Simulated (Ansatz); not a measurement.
**Sb: a hydrostatic pressure series**

One table from this session's results is given with a row withheld; the runs are named, their logs left out.

Method: DFT PBEsol, scalar-relativistic, plane waves, PAW, in Ansatz 0.2.0.

2 further runs of the same task are left out: 2 set aside as unsound or not needed.

### Starting point

It takes space group Pm-3m (No. 221, cubic). Conventional cell: a = 3.062 Å, b = 3.062 Å, c = 3.062 Å, α = 90.00°, β = 90.00°, γ = 90.00°. Around Sb (site symmetry m-3m) lie 6 Sb at 3.06 Å.

Coordinates:

```cif
data_structure
_symmetry_space_group_name_H-M 'Pm-3m'
_symmetry_Int_Tables_number 221
_cell_length_a 3.0617
_cell_length_b 3.0617
_cell_length_c 3.0617
_cell_angle_alpha 90.000
_cell_angle_beta 90.000
_cell_angle_gamma 90.000
_cell_volume 28.70
loop_
_atom_site_label
_atom_site_type_symbol
_atom_site_symmetry_multiplicity
_atom_site_Wyckoff_symbol
_atom_site_fract_x
_atom_site_fract_y
_atom_site_fract_z
_atom_site_occupancy
Sb1 Sb 1 a 0.00000 0.00000 0.00000 1
```

This cell was relaxed beforehand with the same method: volume 28.70 Å³/atom, gap on the mesh none (metal).

Set-up of the first run:

File input.yaml:

```yaml
crystal:
  lattice:
    - [3.07159663, 0.0, 0.0]
    - [0.0, 3.07159663, 0.0]
    - [0.0, 0.0, 3.07159663]
  atoms:
    - { symbol: Sb, position: [0.0, 0.0, 0.0] }
basis:
  ecutwfc: 420
kpoints:
  mp_grid: { grid: [14, 14, 14] }
hamiltonian:
  xc: pbesol
scf:
  occupations: { method: gaussian, width: 0.1 }
output:
  forces: true
  stress: true
  eigenvalues: true
relax:
  adjacent_minimum: "off"
  f_tol: 0.008
  max_steps: 50
  cell: { stress_tol: 0.08, p_target: -1.0 }
```

Launch:

```console
$ ansatz run input.yaml --threads 1 --pin off --max-ram 2560MiB --backend cpu --events-out ev --progress --plain --runs-dir out
```

Among the steps run: Target pressure -1 GPa; 1 GPa; Target pressure 4 GPa; Relaxing at 12 GPa; Relaxing at 25 GPa; Target pressure 50 GPa; 90 GPa.

One table of the session follows, with a row left open; its other results are not shown here.

It belongs to the step «Volume, cell and gap against pressure». Lengths are those of the vectors of the cell that was run:

| P (GPa) | V (Å³/atom) | a (Å) | b (Å) | c (Å) | ΔH (eV/atom) |
| --- | --- | --- | --- | --- | --- |
| -1 | 29.19 | 3.079 | 3.079 | 3.079 | -0.181 |
| 0 | 28.70 | 3.062 | 3.062 | 3.062 | 0.000 |
| 1 | 28.24 | 3.045 | 3.045 | 3.045 | 0.178 |
| 4 | ? | ? | ? | ? | ? |
| 12 | 24.91 | 2.920 | 2.920 | 2.920 | 1.988 |
| 25 | 22.71 | 2.832 | 2.832 | 2.832 | 3.912 |
| 50 | 20.13 | 2.721 | 2.721 | 2.721 | 7.236 |
| 90 | 17.77 | 2.610 | 2.610 | 2.610 | 11.940 |

Q: Estimate the row for P (GPa) = 4 from the others.

Worked estimate for «V (Å³/atom)». A straight line through the neighbours (1, 28.24) and (12, 24.91) gives 28.24 + (24.91 − 28.24) × (4 − 1) / (12 − 1) = 27.33; a parabola fitted to 4 rows on both sides gives 27.22.

The run gave: V (Å³/atom): 27.08; a (Å): 3.003; b (Å): 3.003; c (Å): 3.003; ΔH (eV/atom): 0.695. In «V (Å³/atom)» the line misses by +0.25 and the parabola by +0.14.

ΔH is E + PV over the energy at zero pressure; a, b and c are the vectors of the computed cell. 

Caveats from the session: Other structures may take over in this range; these runs cannot find them.
